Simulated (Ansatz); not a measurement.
# SnO2: the cost of one run

Method: DFT PBE, scalar-relativistic, in Ansatz 0.2.0.

## 1. The system as given

It takes space group P4_2/mnm (No. 136, tetragonal). Conventional cell: a = 4.737 Å, b = 4.737 Å, c = 3.186 Å, α = 90.00°, β = 90.00°, γ = 90.00°. Around Sn (site symmetry mmm) lie 6 O at 2.05 to 2.06 Å. O (site symmetry m2m) has 3 Sn at 2.05 to 2.06 Å as nearest neighbours.

Structure file:

```xyz
6
Lattice="4.7374 0.0000 0.0000 0.0000 4.7374 0.0000 0.0000 0.0000 3.1864" Properties=species:S:1:pos:R:3 pbc="T T T"
Sn    0.0000    0.0000    0.0000
Sn    2.3687    2.3687    1.5932
O     1.4478    1.4478    0.0000
O     0.9208    3.8165    1.5932
O     3.2895    3.2895    0.0000
O     3.8165    0.9208    1.5932
```

Atoms are numbered in the order of the input: Sn1, Sn2, O3, O4, O5, O6.

## 2. After the deformation

Space group P4_2/mnm before, P4_2/mnm after.

## 3. LAPW, all electrons

Contents of input.yaml:

```yaml
crystal:
  lattice:
    - [4.5952295, 0.0, 0.0]
    - [0.0, 4.5952295, 0.0]
    - [0.0, 0.0, 3.1864]
  atoms:
    - { symbol: Sn, position: [0.0, 0.0, 0.0] }
    - { symbol: Sn, position: [0.5, 0.5, 0.5] }
    - { symbol: O, position: [0.30562, 0.30562, 0.0] }
    - { symbol: O, position: [0.19438, 0.80562, 0.5] }
    - { symbol: O, position: [0.69438, 0.69438, 0.0] }
    - { symbol: O, position: [0.80562, 0.19438, 0.5] }
kpoints:
  mp_grid: { grid: [4, 4, 6] }
  band_path:
    path:
      - [0.0, 0.0, 0.0]
      - [0.0, 0.5, 0.0]
      - [0.5, 0.5, 0.0]
      - [0.0, 0.0, 0.0]
      - [0.0, 0.0, 0.5]
      - [0.0, 0.5, 0.5]
      - [0.5, 0.5, 0.5]
      - [0.0, 0.0, 0.5]
      - [0.0, 0.5, 0.0]
    npoints: 5
scf:
  occupations: { method: fermi_dirac, width: 0.03 }
hamiltonian:
  xc: pbe
  pseudopotentials: { kind: all_electron, lapw: { basis_error: 0.001 } }
output:
  forces: true
  stress: true
  eigenvalues: true
```

Started as:

```bash
ansatz run input.yaml --threads 2 --pin off --max-ram 6144MiB --backend cpu --events-out ev --progress --plain --runs-dir out
```

**Question.** How long does this run take on 2 threads of Intel Xeon 6975P-C (Granite Rapids), shared host, and how much memory does it need?

About 18 s, with a peak of 0.61 GiB.
